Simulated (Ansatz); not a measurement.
SiC (Moissanite):

```
Si C
1.0
     3.07600    0.00000    0.00000
    -1.53800    2.66389    0.00000
     0.00000    0.00000    5.04800
Si C
2 2
Direct
  0.66667 0.33333 0.50000
  0.33333 0.66667 0.00000
  0.66667 0.33333 0.88500
  0.33333 0.66667 0.38500
```

Base run:

| Item | Value |
| --- | --- |
| Program | Ansatz 0.2.0 |
| Functional | PBEsol |
| Potentials or basis | all-electron LAPW, scalar-relativistic |
| Cutoff | 325 eV |
| Density cutoff | 1302 eV |
| Basis error allowed | 0.002 eV/atom |
| k mesh | 10 × 10 × 5 |
| Occupations | fermi-dirac, width 0.05 eV |
| Spin | no spin polarisation |

Its results: band gap on the k mesh 2.33 eV, indirect (least direct gap 3.96 eV); pressure 0.2 GPa; largest force 0.746 eV/Å.

The run is repeated on the same cell with these changes: functional from PBEsol to PBE. What comes out?

Band gap on the k mesh 2.48 eV, indirect (least direct gap 4.08 eV); pressure 3.7 GPa; largest force 0.752 eV/Å.

PBE binds less tightly than PBEsol, so the same cell stands under more pressure.

Caveats: the mesh misses the band edges, which the band path finds closer together.

Not every run made on this cell is shown here.
